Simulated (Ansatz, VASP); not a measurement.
# C in VASP and in Ansatz

Contents of INCAR:

```
PREC = Accurate ; ENCUT = 520
EDIFF = 1E-7 ; ISMEAR = 0
SIGMA = 0.05 ; LREAL = False
LASPH = True ; NELM = 100
ALGO = Normal ; ISIF = 2
LWAVE = False ; LCHARG = False
GGA = PS ; NBANDS = 11
```

KPOINTS

```
regular mesh
0
Gamma
  14 14 14
```

File POSCAR:

```
C
1.0
    0.0000000000      2.1869467782      3.1669703753
    1.2626096115      0.0000000000      3.1669703753
    1.2626096115      2.1869467782      0.0000000000
C
2
Direct
    0.1666700000      0.8333300000      0.1666700000
    0.8333300000      0.1666700000      0.8333300000
```

Input for Ansatz:

```yaml
crystal:
  lattice:
    - [0.0, 2.1869467782, 3.1669703753]
    - [1.2626096115, 0.0, 3.1669703753]
    - [1.2626096115, 2.1869467782, 0.0]
  atoms:
    - { symbol: C, position: [0.16667, 0.83333, 0.16667] }
    - { symbol: C, position: [0.83333, 0.16667, 0.83333] }
basis:
  ecutwfc: 420
kpoints:
  mp_grid: { grid: [14, 14, 14] }
hamiltonian:
  xc: pbesol
scf:
  occupations: { method: gaussian, width: 0.05 }
output:
  forces: true
  stress: true
  eigenvalues: true
```

Alike in both runs: task single point; functional PBEsol; k mesh 14 × 14 × 14; occupations gaussian, width 0.05 eV; no spin polarisation.

|  | VASP | Ansatz |
| --- | --- | --- |
| version | VASP 6.6.1 | Ansatz 0.2.0 |
| potentials or method | VASP PAW PBE potentials, release 64 (C) | scalar-relativistic, plane waves, PAW |
| plane-wave cutoff (eV) | 520 | 420 |
| valence electrons in the cell | 8 | 8 |

Ansatz gave:

- gap on the k mesh at the Fermi level (eV): none
- pressure (GPa): -19.9
- largest component of the traceless stress (GPa): 24.48
- rms of the force components (eV/Å): 0.017

Problem. Which values does VASP return?

Solution. gap on the k mesh at the Fermi level (eV): none; pressure (GPa): -19.3; largest component of the traceless stress (GPa): 23.80; rms of the force components (eV/Å): 0.017.

Atom by atom the forces differ by 0.000 eV/Å (rms over components). A gap of «none» marks a metal or a gap that the smearing closes.

Caveats: so large a pressure means that the cell lies far from this level's equilibrium, or that cutoff or potentials fall short (VASP); the potentials were made for another functional, which shifts forces and pressure (VASP).
